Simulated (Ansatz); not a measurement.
# TaN: the cost of one run

Method: DFT PBEsol, scalar-relativistic, plane waves, PAW, in Ansatz 0.2.0.

2 further runs of the same task are left out: 1 that didn't finish, 1 set aside as unsound or not needed. Runs told in other sessions of the task aren't counted.

## (1) The structure to begin with

It takes space group P-6m2 (No. 187, hexagonal). Conventional cell: a = 2.924 Å, b = 2.924 Å, c = 2.871 Å, α = 90.00°, β = 90.00°, γ = 120.00°. Ta (site symmetry -6m2) has 6 N at 2.22 Å in its first shell of neighbours. N (site symmetry -6m2) has 6 Ta at 2.22 Å in its first shell of neighbours.

As a file:

```xyz
2
Lattice="2.9240 0.0000 0.0000 -1.4620 2.5322 0.0000 0.0000 0.0000 2.8707" Properties=species:S:1:pos:R:3 pbc="T T T"
Ta    0.0000    1.6882    1.4354
N     0.0000    0.0000    0.0000
```

This cell was relaxed beforehand with the same method: volume 10.63 Å³/atom, gap on the mesh none (metal).

## (2) The reference cell

The reference gives a free energy of -10187.6443 eV, pressure 0.00 GPa, largest force 0.000 eV/Å and gap on the mesh none (metal). It was computed beforehand with the settings of the runs below.

## (3) The scan: biaxial against axial strain

The cell is strained by p along both x and y and by q along z, with fractional coordinates fixed.

## (4) At p = -0.080, q = -0.080

input.yaml

```yaml
crystal:
  lattice:
    - [2.6900699212, 0.0, 0.0]
    - [-1.3450349606, 2.3296688897, 0.0]
    - [0.0, 0.0, 2.6410694312]
  atoms:
    - { symbol: Ta, position: [0.3333333333, 0.6666666667, 0.5] }
    - { symbol: "N", position: [0.0, 0.0, 0.0] }
basis:
  ecutwfc: 420
kpoints:
  mp_grid: { grid: [24, 24, 20] }
hamiltonian:
  xc: pbesol
scf:
  occupations: { method: gaussian, width: 0.15 }
output:
  forces: true
  stress: true
  eigenvalues: true
```

Run with:

```
ansatz run input.yaml --threads 2 --pin off --max-ram 5120MiB --backend cpu --events-out ev --progress --plain --runs-dir out
```

What time and memory should one allow on 2 threads of AMD EPYC 7R43 (Zen 3), shared host?

About 4.8 s, with a peak of 0.53 GiB.
